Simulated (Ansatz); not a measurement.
**CdS: squeezing one contact**

One table from this session's results is given with a row withheld; the runs are named, their logs left out.

Computed with Ansatz 0.2.0 (DFT PBEsol, with the methods named in each step, unless a step's input says otherwise).

1 further run of the same task is left out (it didn't finish).

### Starting point

The structure is cubic, space group F-43m (No. 216). Conventional cell: a = 5.833 Å, b = 5.833 Å, c = 5.833 Å, α = 90.00°, β = 90.00°, γ = 90.00°. Around Cd (site symmetry -43m) lie 4 S at 2.53 Å. Around S (site symmetry -43m) lie 4 Cd at 2.53 Å.

As a file:

```
CELL_PARAMETERS angstrom
0.00000 2.91650 2.91650
2.91650 0.00000 2.91650
2.91650 2.91650 0.00000
ATOMIC_POSITIONS crystal
Cd 0.00000 0.00000 0.00000
S 0.25000 0.25000 0.25000
```

Atoms are numbered in the order of the input: Cd1, S2.

The first run:

input.yaml reads:

```yaml
crystal:
  lattice:
    - [0.0, 2.9165, 2.9165]
    - [2.9165, 0.0, 2.9165]
    - [2.9165, 2.9165, 0.0]
  atoms:
    - { symbol: Cd, position: [0.0, 0.0, 0.0] }
    - { symbol: S, position: [0.25, 0.25, 0.25] }
kpoints:
  mp_grid: { grid: [7, 7, 7] }
scf:
  occupations: { method: fermi_dirac, width: 0.03 }
hamiltonian:
  xc: pbesol
  pseudopotentials: { kind: all_electron, lapw: { basis_error: 0.001 } }
output:
  forces: true
  stress: true
  eigenvalues: true
  populations: true
```

The run is started by

```bash
$ ansatz run input.yaml --threads 1 --pin off --max-ram 2048MiB --backend cpu --events-out ev --progress --plain --runs-dir out
```

Steps of the session up to this table: The bond as given, LAPW; Shortest bond scaled by 1, crystal datasets; Shortest bond scaled by 1.1, LAPW; Shortest bond scaled by 0.88, LAPW; Shortest bond scaled by 0.82, LAPW; Shortest bond scaled by 0.82, crystal datasets; Shortest bond scaled by 0.58, LAPW.

One of the session's tables, all rows but one given; the rest of the session is left out.

| method | length (Å) | force along the bond (eV/Å) | pressure (GPa) | gap on the k mesh (eV) | largest force (eV/Å) |
| --- | --- | --- | --- | --- | --- |
| LAPW | 1.465 | 70.639 | 107.06 | 1.20 | 70.639 |
| LAPW | 2.071 | 6.368 | 8.79 | 1.07 | 6.368 |
| LAPW | 2.223 | 2.967 | 3.06 | 1.03 | 2.967 |
| LAPW | 2.526 | 0.000 | -0.24 | 1.00 | 0.000 |
| LAPW | 2.778 | -0.686 | 0.81 | 1.09 | 0.686 |
| PAW | 1.465 | 71.288 | 108.01 | 1.18 | 71.288 |
| PAW | 2.071 | 6.378 | 8.79 | 1.07 | 6.378 |
| PAW | 2.223 | 2.969 | 3.04 | 1.03 | 2.969 |
| PAW | 2.526 | 0.000 | -0.27 | 1.00 | 0.000 |
| PAW | 2.778 | ? | ? | ? | ? |
| PAW (partial_waves polarizable) | 1.465 | 70.996 | 107.57 | 1.18 | 70.996 |
| crystal datasets | 2.071 | 6.369 | 8.79 | 1.07 | 6.369 |
| crystal datasets | 2.526 | 0.000 | -0.25 | 1.00 | 0.000 |

**Question.** Estimate the row for PAW, 2.778.

The run gave: force along the bond (eV/Å): -0.685; pressure (GPa): 0.78; gap on the k mesh (eV): 1.09; largest force (eV/Å): 0.685. In the column «force along the bond (eV/Å)» it lies between LAPW, 2.778 (-0.686) and LAPW, 2.526 (0.000).

To keep in mind: Warnings in the runs' records: gradients without spin orbit, crystal datasets made.
